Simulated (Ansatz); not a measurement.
# Hf2Si: convergence and cost

The task, for Hf2Si: relax the cell with several choices of dispersion correction.

Computed with Ansatz 0.2.0 (DFT r2SCAN, scalar-relativistic, plane waves, PAW for the base; runs at other levels say so in their headings and inputs, unless a step's input says otherwise).

1 further run of the same task is left out (set aside as unsound or not needed). Runs told in other sessions of the task aren't counted.

## 1. The structure to begin with

The structure is tetragonal, space group I4/mcm (No. 140). The conventional cell has a = 6.551 Å, b = 6.551 Å, c = 5.166 Å, α = 90.00°, β = 90.00°, γ = 90.00°. Hf (site symmetry m2m) is surrounded by 4 Si at 2.79 Å and 3 Hf at 2.90 to 3.11 Å. Si (site symmetry 422) is surrounded by 2 Si at 2.58 Å and 8 Hf at 2.79 Å.

As a file:

```cif
data_structure
_symmetry_space_group_name_H-M 'P 1'
_symmetry_Int_Tables_number 1
_cell_length_a 5.3035
_cell_length_b 5.3035
_cell_length_c 5.3035
_cell_angle_alpha 103.720
_cell_angle_beta 103.720
_cell_angle_gamma 121.712
_cell_volume 110.83
loop_
_atom_site_label
_atom_site_type_symbol
_atom_site_fract_x
_atom_site_fract_y
_atom_site_fract_z
_atom_site_occupancy
Hf1 Hf 0.84351 0.65649 0.50000 1
Hf2 Hf 0.34351 0.84351 0.18703 1
Hf3 Hf 0.15649 0.34351 0.50000 1
Hf4 Hf 0.65649 0.15649 0.81297 1
Si1 Si 0.75000 0.75000 0.00000 1
Si2 Si 0.25000 0.25000 0.00000 1
```

Source of the structure: the Materials Project (structure only). It is taken as it stands there.

## 2. The base input

Contents of input.yaml:

```yaml
crystal:
  lattice:
    - [-3.275352224, 3.275352224, 2.582823393]
    - [3.275352224, -3.275352224, 2.582823393]
    - [3.275352224, 3.275352224, -2.582823393]
  atoms:
    - { symbol: Hf, position: [0.84351362, 0.65648638, 0.5] }
    - { symbol: Hf, position: [0.34351362, 0.84351362, 0.18702724] }
    - { symbol: Hf, position: [0.15648638, 0.34351362, 0.5] }
    - { symbol: Hf, position: [0.65648638, 0.15648638, 0.81297276] }
    - { symbol: Si, position: [0.75, 0.75, 0.0] }
    - { symbol: Si, position: [0.25, 0.25, 0.0] }
basis:
  ecutwfc: 500
kpoints:
  mp_grid: { grid: [10, 10, 10] }
hamiltonian:
  xc: r2scan
scf:
  occupations: { method: gaussian, width: 0.1 }
output:
  forces: true
  stress: true
  eigenvalues: true
  populations: true
```

Its results, from an earlier run: -10702.5202 eV/atom at zero smearing, pressure 0.45 GPa, largest force 0.012 eV/Å, no gap on the mesh, in 8 SCF cycles and 65 s.

## 3. Relaxing with dispersion correction D3(BJ)

Contents of input.yaml:

```yaml
crystal:
  lattice:
    - [-3.275352224, 3.275352224, 2.582823393]
    - [3.275352224, -3.275352224, 2.582823393]
    - [3.275352224, 3.275352224, -2.582823393]
  atoms:
    - { symbol: Hf, position: [0.84351362, 0.65648638, 0.5] }
    - { symbol: Hf, position: [0.34351362, 0.84351362, 0.18702724] }
    - { symbol: Hf, position: [0.15648638, 0.34351362, 0.5] }
    - { symbol: Hf, position: [0.65648638, 0.15648638, 0.81297276] }
    - { symbol: Si, position: [0.75, 0.75, 0.0] }
    - { symbol: Si, position: [0.25, 0.25, 0.0] }
basis:
  ecutwfc: 500
kpoints:
  mp_grid: { grid: [10, 10, 10] }
hamiltonian:
  xc: r2scan
  dispersion: d3bj
scf:
  occupations: { method: gaussian, width: 0.1 }
output:
  forces: true
  stress: true
  eigenvalues: true
  write_density: true
  write_potential: true
  elf: true
  volumetric_format: npy
relax:
  adjacent_minimum: "off"
  f_tol: 0.01
  max_steps: 60
  cell: { stress_tol: 0.05 }
```

Run with:

```sh
ansatz run input.yaml --threads 1 --pin off --max-ram 2560MiB --backend cpu --events-out ev --progress --plain --runs-dir out
```

## 4. Relaxing with dispersion correction D3(BJ)+ATM

input.yaml: that of step 3 with these lines changed.

```diff
@@ -18,3 +18,3 @@
   xc: r2scan
-  dispersion: d3bj
+  dispersion: d3bjatm
 scf:
@@ -25,6 +25,2 @@
   eigenvalues: true
-  write_density: true
-  write_potential: true
-  elf: true
-  volumetric_format: npy
 relax:
```

## 5. Relaxing with dispersion correction D4

input.yaml: that of step 4 with these lines changed.

```diff
@@ -18,3 +18,3 @@
   xc: r2scan
-  dispersion: d3bjatm
+  dispersion: d4
 scf:
```

## 6. Relaxation, dispersion correction: r2SCAN, rVV10

input.yaml: that of step 5 with these lines changed.

```diff
@@ -18,3 +18,3 @@
   xc: r2scan
-  dispersion: d4
+  dispersion: rvv10
 scf:
```

(Steps that only read results are left out.)

Q: Predict the outcome of the series: the values and the trend.

As calculated:

| quantity | value |
| --- | --- |
| relaxed volume by dispersion correction (Å³/atom) | r2SCAN, none: 18.53; r2SCAN, D3(BJ): 18.29; r2SCAN, D3(BJ)+ATM: 18.37; r2SCAN, D4: 18.43; r2SCAN, none: 18.53; r2SCAN, rVV10: 18.38 |

**Reading.** The relaxed volumes span 1.3 %, from r2SCAN, D3(BJ) (smallest) to r2SCAN, none (largest). Spin-orbit coupling is left out for Hf.
